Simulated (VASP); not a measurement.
# Bi in VASP: notebook, part 2 of 2

VASP 6.6.1. The steps go on from the part before.

**3. Single point, PBE+D3(BJ)**

Contents of INCAR:

```
SYSTEM = Bi
ALGO = Fast
EDIFF = 1E-6
ENCUT = 520
GGA = PE
ISIF = 2
ISMEAR = 0
IVDW = 12
LASPH = .TRUE.
LCHARG = .FALSE.
LREAL = .FALSE.
LWAVE = .FALSE.
NBANDS = 14
NELM = 60
PREC = Accurate
SIGMA = 0.15
```

Contents of KPOINTS:

```
k-points
0
G
  16 16 16
  0 0 0
```

Contents of POSCAR:

```
Bi
1.0
   -1.8639448773      2.1578652259      1.8565968686
    1.8639448773     -2.1578652259      1.8565968686
    1.8639448773      2.1578652259     -1.8565968686
Bi
1
Direct
    0.0000000000      0.0000000000      0.0000000000
```

Potentials or basis: VASP PAW PBE potentials, release 64 (Bi_d).

Started as:

```bash
cat potpaw_PBE.64/Bi_d/POTCAR > POTCAR
mpirun -np 1 vasp_std > vasp.out
```

OUTCAR:

```text
SYSTEM = Bi
   EDIFF = 1E-6
   ENCUT = 520
   GGA = PE
   ISIF = 2
   ISMEAR = 0
   IVDW = 12
   LASPH = .TRUE.
   LREAL = .FALSE.
   NELM = 60
   PREC = Accurate
 IVDW          = 12

 ion  position               nearest neighbor table
   1  0.000  0.000  0.000-

  LATTYP: Found a body centered orthorhombic cell.
 ALAT       =     3.7131937372
 B/A-ratio  =     1.0039577836
 C/A-ratio  =     1.1622691293

  Lattice vectors:

 A1 = (   1.8639448773,  -2.1578652259,   1.8565968686)
 A2 = (  -1.8639448773,  -2.1578652259,  -1.8565968686)
 A3 = (   1.8639448773,   2.1578652259,  -1.8565968686)

Analysis of symmetry for initial positions (statically):
=====================================================================
 Subroutine PRICEL returns:
 Original cell was already a primitive cell.

 Routine SETGRP: Setting up the symmetry group for a
 body centered orthorhombic supercell.

 Subroutine GETGRP returns: Found  8 space group operations
 (whereof  8 operations were pure point group operations)
 out of a pool of  8 trial point group operations.

The static configuration has the point symmetry D_2h.

Analysis of symmetry for dynamics (positions and initial velocities):
=====================================================================
 Subroutine PRICEL returns:
 Original cell was already a primitive cell.

 Routine SETGRP: Setting up the symmetry group for a
 body centered orthorhombic supercell.

 Subroutine GETGRP returns: Found  8 space group operations
 (whereof  8 operations were pure point group operations)
 out of a pool of  8 trial point group operations.

The dynamic configuration has the point symmetry D_2h.

 Subroutine INISYM returns: Found  8 space group operations
 (whereof  8 operations are pure point group operations),
 and found     1 'primitive' translations

----------------------------------------------------------------------------------------

                                     Primitive cell

  volume of cell :      29.8700

  direct lattice vectors                    reciprocal lattice vectors
    -1.863944877  2.157865226  1.856596869     0.000000000  0.231710486  0.269309945
     1.863944877 -2.157865226  1.856596869     0.268248276  0.000000000  0.269309945
     1.863944877  2.157865226 -1.856596869     0.268248276  0.231710486  0.000000000

  length of vectors
     3.402590891  3.402590891  3.402590891     0.355271158  0.380111804  0.354467046

  position of ions in fractional coordinates (direct lattice)
     0.000000000  0.000000000  0.000000000

  ion indices of the primitive-cell ions
   primitive index   ion index
                 1           1

----------------------------------------------------------------------------------------

 KPOINTS: k-points

Automatic generation of k-mesh.
 Grid dimensions read from file:
 generate k-points for:   16   16   16

 Generating k-lattice:

  Cartesian coordinates                     Fractional coordinates (reciprocal lattice)
     0.000000000  0.014481905  0.016831872     0.062500000  0.000000000 -0.000000000
     0.016765517  0.000000000  0.016831872     0.000000000  0.062500000  0.000000000
     0.016765517  0.014481905  0.000000000    -0.000000000  0.000000000  0.062500000

  Length of vectors
     0.022204447  0.023756988  0.022154190

  Shift w.r.t. Gamma in fractional coordinates (k-lattice)
[... 37 lines left out ...]
   dimension x,y,z NGX =    28 NGY =   28 NGZ =   28
   dimension x,y,z NGXF=    56 NGYF=   56 NGZF=   56
   ions per type =               1
   NGX,Y,Z   is equivalent  to a cutoff of  13.68, 13.68, 13.68 a.u.
   NGXF,Y,Z  is equivalent  to a cutoff of  27.36, 27.36, 27.36 a.u.
 SYSTEM =  Bi
   PREC   = accura    normal or accurate (medium, high low for compatibility)
   ISTART =      0    job   : 0-new  1-cont  2-samecut
   ICHARG =      2    charge: 1-file 2-atom 10-const
   ISPIN  =      1    spin polarized calculation?
   LNONCOLLINEAR =      F non collinear calculations
   LSORBIT =      F    spin-orbit coupling
   LASPH  =      T    aspherical Exc in radial PAW
   ENCUT  =  520.0 eV  38.22 Ry    6.18 a.u.   6.33  6.33  6.33*2*pi/ulx,y,z
   NELM   =     60;   NELMIN=  2; NELMDL= -5     # of ELM steps
   EDIFF  = 0.1E-05   stopping-criterion for ELM
   LREAL  =      F    real-space projection
   EDIFFG = 0.1E-04   stopping-criterion for IOM
   NSW    =      0    number of steps for IOM
   IBRION =     -1    ionic relax: 0-MD 1-quasi-New 2-CG
   NFREE  =      0    steps in history (QN), initial steepest desc. (CG)
   ISIF   =      2    stress and relaxation
   ISYM   =      2    0-nonsym 1-usesym 2-fastsym
   POTIM  = 0.5000    time-step for ionic-motion
   TEBEG  =    0.0;   TEEND  =   0.0 temperature during run
   PSTRESS=    0.0 pullay stress
   NELECT =      15.0000    total number of electrons
   NUPDOWN=      -1.0000    fix difference up-down
   EMIN   =  10.00;   EMAX   =-10.00  energy-range for DOS
   EFERMI =   0.00;   METHOD = LEGACY
   ISMEAR =     0;   SIGMA  =   0.15  broadening in eV -4-tet -1-fermi 0-gaus
   EFERMI_NEDOS =   21; number of points for ismear=-14 and -15
   IALGO  =     68    algorithm
   IMIX   =      4    mixing-type and parameters
     AMIX     =   0.40;   BMIX     =  1.00
     AMIX_MAG =   1.60;   BMIX_MAG =  1.00
  volume/ion in A,a.u.               =      29.87       201.57
  Fermi-wavevector in a.u.,A,eV,Ry     =   1.301249  2.459003 23.038034  1.693248
  Thomas-Fermi vector in A             =   2.432395
   LORBIT       =      0    0 simple, 1 ext, 2 COOP (PROOUT), +10 PAW based schemes
   GGA     = PE    functional components
   LHFCALC =     F    Hartree Fock is set to
   AEXX    =    0.0000 exact exchange contribution
   IVDW    =    12    specifies the selected vdW correction
   LEPSILON=     F    determine dielectric tensor
   LRPA    =     F    only Hartree local field effects (RPA)
 non-spin polarized calculation
 RMM-DIIS sequential band-by-band and
 Gauss-broadening in eV      SIGMA  =   0.15
  energy-cutoff  :      520.00
  volume of cell :       29.87
 maximum number of plane-waves:       825
 NGX is ok and might be reduce to    28

 number of electron      15.0000000 magnetization

 Free energy of the ion-electron system (eV)
  ---------------------------------------------------
  ext. energy  EPLUGINS =         0.00000000
  ---------------------------------------------------
  free energy    TOTEN  =        -3.71922416 eV

  energy without entropy =       -3.71113991  energy(sigma->0) =       -3.71518204

 E-fermi :   8.4551     XC(G=0): -10.4898

 val. band max:        8.4536694202   @ k =   0.3750  -0.3750   0.3125
 cond. band min:       8.4585231013   @ k =   0.3125   0.2500   0.1250
 fundamental gap:      0.0048536811
 Fermi energy:         8.4550914260

 k-point     1 :       0.0000    0.0000    0.0000
  band No.  band energies     occupation
      1     -14.6386      2.00000
      2     -14.6373      2.00000
      3     -14.5954      2.00000
      4     -14.5289      2.00000
      5     -14.4772      2.00000
      6      -5.3758      2.00000
      7      13.6270      0.00000
      8      13.8646      0.00000
      9      13.9119      0.00000
     10      17.9675      0.00000
     11      17.9936      0.00000
     12      19.6581      0.00000
     13      19.7432      0.00000
     14      19.9440      0.00000
[... 377 lines left out ...]
      1     -14.6326      2.00000
      2     -14.6258      2.00000
      3     -14.5844      2.00000
      4     -14.5316      2.00000
      5     -14.4820      2.00000
      6      -5.1705      2.00000
      7      11.8658      0.00000
      8      13.0930      0.00000
      9      13.7012      0.00000
     10      17.3543      0.00000
     11      18.6417      0.00000
     12      19.1838      0.00000
     13      19.8528      0.00000
     14      20.3416      0.00000

 [... further k-points ...]

------------------------ aborting loop because EDIFF is reached ----------------------------------------

 Edisp (eV)   -0.52770

 E8    (eV) :    -0.2593

  FORCE on cell =-STRESS in cart. coord.  units (eV):
  Direction    XX          YY          ZZ          XY          YZ          ZX
  --------------------------------------------------------------------------------------
  -------------------------------------------------------------------------------------
  Total       0.23980    -0.12425     0.23533     0.00000     0.00000     0.00000
  in kB      12.86259    -6.66458    12.62245     0.00000     0.00000     0.00000
  external pressure =        6.27 kB  Pullay stress =        0.00 kB

 VOLUME and BASIS-vectors are now :
 -----------------------------------------------------------------------------
  energy-cutoff  :      520.00
  volume of cell :       29.87
      direct lattice vectors                 reciprocal lattice vectors
    -1.863944877  2.157865226  1.856596869     0.000000000  0.231710486  0.269309945
     1.863944877 -2.157865226  1.856596869     0.268248276  0.000000000  0.269309945
     1.863944877  2.157865226 -1.856596869     0.268248276  0.231710486  0.000000000

 POSITION                                       TOTAL-FORCE (eV/Angst)
 -----------------------------------------------------------------------------------
      0.00000      0.00000      0.00000         0.000000     -0.000000      0.000000
 -----------------------------------------------------------------------------------
    total drift:                               -0.000000     -0.000000     -0.000000

  FREE ENERGIE OF THE ION-ELECTRON SYSTEM (eV)
  ---------------------------------------------------
  free  energy   TOTEN  =        -4.2469193814 eV

  energy  without entropy=       -4.2388351247  energy(sigma->0) =       -4.24287725
```

OSZICAR:

```text
N       E                     dE             d eps       ncg     rms          rms(c)
DAV:   1     0.114524839308E+03    0.11452E+03   -0.76729E+03 17608   0.124E+03
DAV:   2     0.295520470492E+01   -0.11157E+03   -0.10793E+03 18822   0.344E+02
DAV:   3    -0.356676935691E+01   -0.65220E+01   -0.64946E+01 21978   0.793E+01
DAV:   4    -0.371685400687E+01   -0.15008E+00   -0.15005E+00 21798   0.128E+01
DAV:   5    -0.372337285236E+01   -0.65188E-02   -0.65187E-02 24892   0.244E+00    0.451E-01
RMM:   6    -0.371967616750E+01    0.36967E-02   -0.58594E-03 21152   0.904E-01    0.270E-01
RMM:   7    -0.371908493031E+01    0.59124E-03   -0.52067E-03 21367   0.750E-01    0.783E-02
RMM:   8    -0.371919348084E+01   -0.10855E-03   -0.10345E-03 24157   0.422E-01    0.118E-02
RMM:   9    -0.371921955770E+01   -0.26077E-04   -0.27258E-04 26982   0.159E-01    0.864E-03
RMM:  10    -0.371922217690E+01   -0.26192E-05   -0.53273E-05 24376   0.102E-01    0.247E-03
RMM:  11    -0.371922384038E+01   -0.16635E-05   -0.26258E-05 29270   0.471E-02    0.166E-03
RMM:  12    -0.371922416354E+01   -0.32317E-06   -0.29569E-06 15374   0.160E-02
   1 F= -.42469194E+01 E0= -.42428773E+01  d E =-.808426E-02
```

stdout:

```text
POSCAR found type information on POSCAR Bi
 POSCAR found :  1 types and       1 ions
 scaLAPACK will be used
 LDA part: xc-table for (Slater+PW92), standard interpolation
 POSCAR, INCAR and KPOINTS ok, starting setup
 FFT: planning ... GRIDC
 FFT: planning ... GRID_SOFT
 FFT: planning ... GRID
 WAVECAR not read
 entering main loop
WARNING in EDDRMM: call to ZHEGV failed, returncode =   6  3     11
WARNING in EDDRMM: call to ZHEGV failed, returncode =   6  3     13
WARNING in EDDRMM: call to ZHEGV failed, returncode =   6  3     11
WARNING in EDDRMM: call to ZHEGV failed, returncode =   6  3     12
WARNING in EDDRMM: call to ZHEGV failed, returncode =   8  4     13
WARNING in EDDRMM: call to ZHEGV failed, returncode =   8  4     11
WARNING in EDDRMM: call to ZHEGV failed, returncode =   8  4     12
WARNING in EDDRMM: call to ZHEGV failed, returncode =   8  4     12
WARNING in EDDRMM: call to ZHEGV failed, returncode =   8  4     13
```

Run time: 2.5 min. Hardware: 1 thread of Intel Xeon Platinum 8488C (Sapphire Rapids), shared host; peak memory 0.35 GiB.

Results:

- Free energy: -4.2469 eV
- Pressure: 0.6 GPa
- Band gap on the k mesh: none (metal or under the smearing width)
- Dispersion energy per atom: -0.528 eV

Levels at points of the mesh, in eV from the Fermi level:
| k point | band 5 | band 6 | band 7 | band 8 | band 9 | band 10 |
| --- | --- | --- | --- | --- | --- | --- |
| (0.00, 0.00, 0.00) | -22.93 | -13.83 | 5.17 | 5.41 | 5.46 | 9.51 |
| (0.50, 0.00, 0.00) | -22.86 | -10.68 | -5.42 | 2.28 | 4.12 | 6.79 |
| (0.00, 0.50, 0.00) | -22.84 | -10.13 | -5.07 | 0.84 | 2.10 | 5.05 |
| (0.50, 0.50, 0.00) | -22.86 | -10.70 | -5.43 | 2.33 | 4.18 | 6.85 |
| (0.50, 0.50, 0.50) | -22.86 | -8.52 | -3.34 | -1.05 | -0.98 | 3.28 |

Caveat: spin-orbit coupling is left out, which moves the levels of the heavy elements; pairwise dispersion overbinds metals, which lowers pressure and volume.
